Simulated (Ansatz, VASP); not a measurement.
## One calculation of MnAs, two programs

```
Mn As
1.0
     3.67118    0.00000    0.00000
    -1.83559    3.17934    0.00000
     0.00000    0.00000    5.50954
Mn As
2 2
Direct
  0.00000 0.00000 0.00000
  0.00000 0.00000 0.50000
  0.33333 0.66667 0.25000
  0.66667 0.33333 0.75000
```

Alike in both runs: functional PBE; k mesh 6 × 6 × 4; occupations gaussian, width 0.05 eV; collinear spin.

Ansatz relaxed the structure, and its values are those at the end. VASP's run is a single point on that final structure, the one shown.

|  | VASP | Ansatz |
| --- | --- | --- |
| version | VASP 6.6.1 | Ansatz 0.2.0 |
| potentials or method | VASP PAW PBE potentials, release 64 (Mn_pv, As) | scalar-relativistic, plane waves, PAW |
| plane-wave cutoff (eV) | 520 | 420 |
| valence electrons in the cell | 36 | 60 |

VASP gave:

* gap on the k mesh at the Fermi level (eV): none
* pressure (GPa): -0.1
* net moment per atom (μB): 1.47
* size of the moment on the site where the two differ most (μB): 2.99

**Question.** Which values does Ansatz return?

**Answer.** gap on the k mesh at the Fermi level (eV): none; pressure (GPa): -0.2; net moment per atom (μB): 1.47; size of the moment on the site where the two differ most (μB): 2.93.

Site moments also hang on the region over which each program counts them. A gap of «none» marks a metal or a gap that the smearing closes. The two sets of potentials don't hold the same shells in valence.
